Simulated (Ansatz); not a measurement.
Runs of Ansatz 0.2.0 on CuAu. The structure is trigonal, space group R-3m (No. 166). Conventional cell: a = 2.886 Å, b = 2.886 Å, c = 12.769 Å, α = 90.00°, β = 90.00°, γ = 120.00°. Au (site symmetry -3m) is surrounded by 6 Cu at 2.70 Å and 6 Au at 2.89 Å. Cu (site symmetry -3m) has 6 Au at 2.70 Å and 6 Cu at 2.89 Å as nearest neighbours. The cell comes from a database or a generator and needn't be the stable form of this composition.

```csv
level,cutoff (eV),gap on the mesh (eV),pressure (GPa),relaxed volume (Å³/atom)
r2SCAN,500,none,0.0,(a)
RPBE,420,none,0.0,15.76
BLYP,420,none,0.0,16.56
LDA,420,none,0.0,14.05
revPBE,420,none,0.0,(b)
PBEsol,420,none,0.0,14.48
```

Alike in all rows: task relaxation of cell and atoms; potentials or basis Ansatz PAW; no spin polarisation; cell relaxed; k mesh 11 × 11 × 11; smearing fermi-dirac 0.05 eV.

Question: Fill in the values left out.

Answer: (a) 14.81; (b) 15.62.

Caveats: the plane-wave basis is chosen anew once the cell has moved, so the energies of steps on either side of that aren't comparable; the PAW data sets come from PBE, with cores solved anew for the run's functional, which leaves a small shift of forces and pressure.

A k mesh can miss the band edges, and the runs leave out spin-orbit coupling on Au.

A gap of «none» marks a metal or a gap under the smearing width.

Runs at the PBE level aren't shown here.
